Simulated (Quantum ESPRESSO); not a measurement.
# PtSe2 (Sudovikovite) (P-3m1) in Quantum ESPRESSO: reference runs

Reference runs on PtSe2 (Sudovikovite): the cell as given and a disturbed copy.

Program: Quantum ESPRESSO 7.5. These are calculated values, not measurements. Logs are shortened: lines on timing, memory, paths and dates and some standing lists are left out, and cuts for length are marked.

## (1) Starting point

Symmetry: P-3m1, No. 164, trigonal system. The conventional cell has a = 3.724 Å, b = 3.724 Å, c = 5.062 Å, α = 90.00°, β = 90.00°, γ = 120.00°. Around Pt (site symmetry -3m) lie 6 Se at 2.49 Å. Se (site symmetry 3m) is surrounded by 3 Pt at 2.49 Å.

## (2) Single point, PBE

pw.in

```
&CONTROL
  calculation = 'scf'
  prefix = 'pwscf'
  outdir = './tmp'
  pseudo_dir = './pseudo'
  tprnfor = .true.
  tstress = .true.
  disk_io = 'nowf'
/
&SYSTEM
  ibrav = 0
  nat = 3
  ntyp = 2
  ecutwfc = 55
  ecutrho = 440
  nbnd = 21
  occupations = 'smearing'
  smearing = 'fd'
  degauss = 0.00367493
/
&ELECTRONS
  conv_thr = 6d-10
  electron_maxstep = 120
  mixing_beta = 0.5
/
ATOMIC_SPECIES
Pt   195.0840 pt_pbe_v1.4.uspp.F.UPF
Se    78.9710 Se_pbe_v1.uspp.F.UPF
CELL_PARAMETERS angstrom
   3.7240000000    0.0000000000    0.0000000000
  -1.8620000000    3.2250786037    0.0000000000
   0.0000000000    0.0000000000    5.0620000000
ATOMIC_POSITIONS crystal
Pt     0.0000000000    0.0000000000    0.0000000000
Se     0.6666666667    0.3333333333    0.7500000000
Se     0.3333333333    0.6666666667    0.2500000000
K_POINTS automatic
8 8 5 0 0 0
```

Potentials or basis: SSSP 1.3 efficiency PBE.

Launch:

```bash
> OMP_NUM_THREADS=1 pw.x -in pw.in > pw.out
```

pw.out:

```text
This program is part of the open-source Quantum ESPRESSO suite
     for quantum simulation of materials; please cite
         "P. Giannozzi et al., J. Phys.:Condens. Matter 21 395502 (2009);
         "P. Giannozzi et al., J. Phys.:Condens. Matter 29 465901 (2017);
         "P. Giannozzi et al., J. Chem. Phys. 152 154105 (2020);
     in publications or presentations arising from this work. More details at

     Message from routine setup:
     using ibrav=0 with symmetry is DISCOURAGED, use correct ibrav instead

     G-vector sticks info
     --------------------
     sticks:   dense  smooth     PW     G-vecs:    dense   smooth      PW
     Sum        1507     745    211                64041    22605    3547

     Using Slab Decomposition

     bravais-lattice index     =            0
     lattice parameter (alat)  =       7.0373  a.u.
     unit-cell volume          =     410.2690 (a.u.)^3
     number of atoms/cell      =            3
     number of atomic types    =            2
     number of electrons       =        28.00
     number of Kohn-Sham states=           21
     kinetic-energy cutoff     =      55.0000  Ry
     charge density cutoff     =     440.0000  Ry
     scf convergence threshold =      6.0E-10
     mixing beta               =       0.5000
     number of iterations used =            8  plain     mixing
     Exchange-correlation= SLA  PW   PBE  PBE
                           (   1   4   3   4   0   0   0)

     celldm(1)=   7.037340  celldm(2)=   0.000000  celldm(3)=   0.000000
     celldm(4)=   0.000000  celldm(5)=   0.000000  celldm(6)=   0.000000

     crystal axes: (cart. coord. in units of alat)
               a(1) = (   1.000000   0.000000   0.000000 )
               a(2) = (  -0.500000   0.866025   0.000000 )
               a(3) = (   0.000000   0.000000   1.359291 )

     reciprocal axes: (cart. coord. in units 2 pi/alat)
               b(1) = (  1.000000  0.577350 -0.000000 )
               b(2) = (  0.000000  1.154701  0.000000 )
               b(3) = (  0.000000 -0.000000  0.735678 )

     PseudoPot. # 1 for Pt read from file:
     pt_pbe_v1.4.uspp.F.UPF
     Pseudo is Ultrasoft + core correction, Zval = 16.0
     Generated by new atomic code, or converted to UPF format
     Using radial grid of  985 points,  6 beta functions with:
                l(1) =   0
                l(2) =   0
                l(3) =   1
                l(4) =   1
                l(5) =   2
                l(6) =   2
     Q(r) pseudized with  8 coefficients,  rinner =    1.300   1.300   1.300
                                                       1.300   1.300

     PseudoPot. # 2 for Se read from file:
     Se_pbe_v1.uspp.F.UPF
     Pseudo is Ultrasoft + core correction, Zval =  6.0
     Generated by new atomic code, or converted to UPF format
     Using radial grid of  877 points,  6 beta functions with:
                l(1) =   0
                l(2) =   0
                l(3) =   1
                l(4) =   1
                l(5) =   2
                l(6) =   2
     Q(r) pseudized with  8 coefficients,  rinner =    1.300   1.300   1.300
                                                       1.300   1.300

     atomic species   valence    mass     pseudopotential
     Pt               16.00   195.08400     Pt( 1.00)
     Se                6.00    78.97100     Se( 1.00)

     12 Sym. Ops., with inversion, found

   Cartesian axes

     site n.     atom                  positions (alat units)
         1        Pt     tau(   1) = (   0.0000000   0.0000000   0.0000000  )
         2        Se     tau(   2) = (   0.5000000   0.2886751   1.0194683  )
         3        Se     tau(   3) = (  -0.0000000   0.5773503   0.3398228  )

     number of k points=    40  Fermi-Dirac smearing, width (Ry)=  0.0037
                       cart. coord. in units 2pi/alat
        k(    1) = (   0.0000000   0.0000000   0.0000000), wk =   0.0062500
        k(    2) = (   0.0000000   0.0000000   0.1471355), wk =   0.0125000
        k(    3) = (   0.0000000   0.0000000   0.2942710), wk =   0.0125000
        k(    4) = (   0.0000000   0.1443376   0.0000000), wk =   0.0375000
        k(    5) = (   0.0000000   0.1443376   0.1471355), wk =   0.0375000
        k(    6) = (   0.0000000   0.1443376   0.2942710), wk =   0.0375000
[... 32 lines left out ...]
        k(   39) = (  -0.1250000   0.5051815  -0.1471355), wk =   0.0750000
        k(   40) = (  -0.1250000   0.5051815  -0.2942710), wk =   0.0750000

     Dense  grid:    64041 G-vectors     FFT dimensions: (  48,  48,  64)

     Smooth grid:    22605 G-vectors     FFT dimensions: (  36,  36,  45)

     Initial potential from superposition of free atoms

     starting charge      27.4998, renormalised to      28.0000

     negative rho (up, down):  1.852E-01 0.000E+00
     Starting wfcs are   20 randomized atomic wfcs +    1 random wfcs

     Self-consistent Calculation

     iteration #  1     ecut=    55.00 Ry     beta= 0.50
     Davidson diagonalization with overlap
     ethr =  1.00E-02,  avg # of iterations =  5.2

     negative rho (up, down):  1.707E-01 0.000E+00

     total energy              =    -296.99490019 Ry
     estimated scf accuracy    <       2.05142678 Ry

     iteration #  2     ecut=    55.00 Ry     beta= 0.50
     Davidson diagonalization with overlap
     ethr =  7.33E-03,  avg # of iterations =  2.0

     negative rho (up, down):  1.743E-01 0.000E+00

     total energy              =    -297.62180272 Ry
     estimated scf accuracy    <       2.74259347 Ry
[... 55 lines left out ...]
     iteration #  9     ecut=    55.00 Ry     beta= 0.50
     Davidson diagonalization with overlap
     ethr =  3.81E-10,  avg # of iterations =  4.5

     negative rho (up, down):  1.723E-01 0.000E+00

     total energy              =    -297.98066010 Ry
     estimated scf accuracy    <          9.8E-09 Ry

     iteration # 10     ecut=    55.00 Ry     beta= 0.50
     Davidson diagonalization with overlap
     ethr =  3.51E-11,  avg # of iterations =  3.3

     negative rho (up, down):  1.723E-01 0.000E+00

     End of self-consistent calculation

          k = 0.0000 0.0000 0.0000 (  2813 PWs)   bands (ev):

   -42.6555 -42.6555 -42.5671  -4.4965  -1.6664   4.0242   4.7282   4.7282
     7.1894   7.1894   8.6366  10.1542  10.1542  11.6309  12.6907  12.6907
    14.8414  15.4398  18.5277  18.5277  23.0520

          k = 0.0000 0.0000 0.1471 (  2807 PWs)   bands (ev):

   -42.6555 -42.6555 -42.5671  -4.3506  -2.0137   4.5428   4.7461   4.7461
     7.1780   7.1780   8.6008   9.9888   9.9888  10.7879  12.9791  12.9791
    15.1500  16.2763  18.3870  18.3870  21.9842

          k = 0.0000 0.0000 0.2943 (  2866 PWs)   bands (ev):

   -42.6555 -42.6555 -42.5672  -4.0103  -2.6338   4.7755   4.7755   5.5453
     7.1613   7.1613   8.3793   9.6729   9.7577   9.7577  13.4510  13.4510
    15.8678  17.3811  18.0708  18.0708  20.5264
[... 211 lines left out ...]
          k =-0.1250 0.5052-0.1471 (  2823 PWs)   bands (ev):

   -42.6667 -42.6595 -42.5653  -2.6810  -2.5009   4.1011   5.1951   6.0358
     6.0541   6.8063   7.6661   7.7812   8.4806   9.1927  12.2402  12.8587
    15.9555  17.4114  18.7296  20.2984  20.8069

          k =-0.1250 0.5052-0.2943 (  2820 PWs)   bands (ev):

   -42.6667 -42.6595 -42.5653  -2.6440  -2.4866   3.9086   4.9759   5.6950
     6.2770   6.9457   7.6992   7.7936   8.8013   9.2952  12.1808  13.3028
    16.0484  16.9943  18.9147  20.2785  20.7532

     the Fermi energy is    11.2754 ev

!    total energy              =    -297.98066011 Ry
     estimated scf accuracy    <          5.5E-11 Ry
     smearing contrib. (-TS)   =      -0.00040291 Ry
     internal energy E=F+TS    =    -297.98025720 Ry

     The total energy is F=E-TS. E is the sum of the following terms:
     one-electron contribution =     -90.31560680 Ry
     hartree contribution      =      60.56986841 Ry
     xc contribution           =    -116.37060381 Ry
     ewald contribution        =    -151.86391500 Ry

     convergence has been achieved in  10 iterations

     negative rho (up, down):  1.723E-01 0.000E+00

     Forces acting on atoms (cartesian axes, Ry/au):

     atom    1 type  1   force =     0.00000000    0.00000000    0.00000000
     atom    2 type  2   force =     0.00000000    0.00000000   -0.02278060
     atom    3 type  2   force =     0.00000000    0.00000000    0.02278060

     Total force =     0.032217     Total SCF correction =     0.000006

     Computing stress (Cartesian axis) and pressure

     negative rho (up, down):  1.723E-01 0.000E+00
          total   stress  (Ry/bohr**3)                   (kbar)     P=       70.89
   0.00052355   0.00000000   0.00000000           77.02        0.00        0.00
   0.00000000   0.00052355  -0.00000000            0.00       77.02       -0.00
   0.00000000   0.00000000   0.00039855            0.00        0.00       58.63

=------------------------------------------------------------------------------=
   JOB DONE.
=------------------------------------------------------------------------------=
```

Run time: 56 s. Hardware: 1 thread of Arm Neoverse V1, shared host; peak memory 0.29 GiB.

What came out:

* Free energy: -4054.2334 eV
* Pressure: 7.1 GPa
* Largest force: 0.586 eV/Å
* Band gap on the k mesh: none (metal or under the smearing width)

Forces in eV/Å, atoms in the order of the input:
```
Pt   0.000  0.000  0.000
Se   0.000  0.000 -0.586
Se   0.000  0.000  0.586
```

Stress tensor (GPa, compression positive):
```
7.70 0.00 0.00
0.00 7.70 0.00
0.00 0.00 5.86
```

Levels at points of the mesh, in eV from the Fermi level:
```
            k point  band 10  band 11  band 12  band 13  band 14  band 15  band 16  band 17  band 18  band 19
 (0.00, 0.00, 0.00)    -4.09    -2.64    -1.12    -1.12     0.36     1.42     1.42     3.57     4.16     7.25
(0.00, -0.50, 0.00)    -3.77    -3.60    -3.57    -3.49    -3.03     0.62     2.31     4.74     5.79     7.07
```

The run has no spin-orbit coupling, so splittings on Pt are missing.

## (3) Single point, PBE (atoms moved at random, drawn with an rms of 0.05 Å)

Changes to pw.in since step 2:

```diff
@@ -33,5 +33,5 @@
 ATOMIC_POSITIONS crystal
-Pt     0.0000000000    0.0000000000    0.0000000000
-Se     0.6666666667    0.3333333333    0.7500000000
-Se     0.3333333333    0.6666666667    0.2500000000
+Pt     0.0113330000    0.0226290000    0.0066020000
+Se     0.6503450000    0.3313450000    0.7400010000
+Se     0.3323820000    0.6551270000    0.2463110000
 K_POINTS automatic
```

Potentials or basis: SSSP 1.3 efficiency PBE.

Launch:

```bash
> OMP_NUM_THREADS=1 pw.x -in pw.in > pw.out
```

pw.out:

```text
This program is part of the open-source Quantum ESPRESSO suite
     for quantum simulation of materials; please cite
[... 6 lines left out ...]
     --------------------
     sticks:   dense  smooth     PW     G-vecs:    dense   smooth      PW
     Sum        1507     745    211                64041    22605    3547

     Using Slab Decomposition

     bravais-lattice index     =            0
     lattice parameter (alat)  =       7.0373  a.u.
     unit-cell volume          =     410.2690 (a.u.)^3
     number of atoms/cell      =            3
     number of atomic types    =            2
     number of electrons       =        28.00
     number of Kohn-Sham states=           21
     kinetic-energy cutoff     =      55.0000  Ry
     charge density cutoff     =     440.0000  Ry
     scf convergence threshold =      6.0E-10
     mixing beta               =       0.5000
     number of iterations used =            8  plain     mixing
     Exchange-correlation= SLA  PW   PBE  PBE
                           (   1   4   3   4   0   0   0)

     celldm(1)=   7.037340  celldm(2)=   0.000000  celldm(3)=   0.000000
     celldm(4)=   0.000000  celldm(5)=   0.000000  celldm(6)=   0.000000

     crystal axes: (cart. coord. in units of alat)
               a(1) = (   1.000000   0.000000   0.000000 )
               a(2) = (  -0.500000   0.866025   0.000000 )
               a(3) = (   0.000000   0.000000   1.359291 )

     reciprocal axes: (cart. coord. in units 2 pi/alat)
               b(1) = (  1.000000  0.577350 -0.000000 )
               b(2) = (  0.000000  1.154701  0.000000 )
               b(3) = (  0.000000 -0.000000  0.735678 )

     PseudoPot. # 1 for Pt read from file:
     pt_pbe_v1.4.uspp.F.UPF
     Pseudo is Ultrasoft + core correction, Zval = 16.0
[... 41 lines left out ...]

     Dense  grid:    64041 G-vectors     FFT dimensions: (  48,  48,  64)

     Smooth grid:    22605 G-vectors     FFT dimensions: (  36,  36,  45)

     Initial potential from superposition of free atoms

     starting charge      27.4998, renormalised to      28.0000

     negative rho (up, down):  1.866E-01 0.000E+00
     Starting wfcs are   20 randomized atomic wfcs +    1 random wfcs

     Self-consistent Calculation

     iteration #  1     ecut=    55.00 Ry     beta= 0.50
     Davidson diagonalization with overlap
     ethr =  1.00E-02,  avg # of iterations =  5.2

     negative rho (up, down):  1.726E-01 0.000E+00
[... 85 lines left out ...]
     iteration # 11     ecut=    55.00 Ry     beta= 0.50
     Davidson diagonalization with overlap
     ethr =  1.64E-11,  avg # of iterations =  4.5

     negative rho (up, down):  1.749E-01 0.000E+00

     End of self-consistent calculation

     Number of k-points >= 100: set verbosity='high' to print the bands.

     the Fermi energy is    11.2291 ev

!    total energy              =    -297.97212697 Ry
     estimated scf accuracy    <          2.3E-11 Ry
     smearing contrib. (-TS)   =      -0.00039480 Ry
     internal energy E=F+TS    =    -297.97173217 Ry

     The total energy is F=E-TS. E is the sum of the following terms:
     one-electron contribution =     -89.54766387 Ry
     hartree contribution      =      60.19394549 Ry
     xc contribution           =    -116.36246016 Ry
     ewald contribution        =    -152.25555363 Ry

     convergence has been achieved in  11 iterations

     negative rho (up, down):  1.749E-01 0.000E+00

     Forces acting on atoms (cartesian axes, Ry/au):

     atom    1 type  1   force =    -0.01202918   -0.06331998   -0.04482013
     atom    2 type  2   force =     0.01805172    0.01984263    0.00162311
     atom    3 type  2   force =    -0.00602254    0.04347734    0.04319702

     Total force =     0.103333     Total SCF correction =     0.000029

     Computing stress (Cartesian axis) and pressure

     negative rho (up, down):  1.749E-01 0.000E+00
          total   stress  (Ry/bohr**3)                   (kbar)     P=       69.95
   0.00044943   0.00006669  -0.00012780           66.11        9.81      -18.80
   0.00006669   0.00061261   0.00011750            9.81       90.12       17.29
  -0.00012780   0.00011750   0.00036439          -18.80       17.29       53.60

=------------------------------------------------------------------------------=
   JOB DONE.
=------------------------------------------------------------------------------=
```

It took 3.4 min on 1 thread of Arm Neoverse V1, shared host; peak memory 0.4 GiB.

Results:

```yaml
Free_energy: -4054.1173 eV
Pressure: 7.0 GPa
Largest_force: 2.018 eV/Å
Band_gap_on_the_k_mesh: none (metal or under the smearing width)
```

Forces on the atoms (eV/Å):
```
Pt  -0.309 -1.628 -1.152
Se   0.464  0.510  0.042
Se  -0.155  1.118  1.111
```

Spin-orbit coupling is left out, which matters for the levels of Pt.
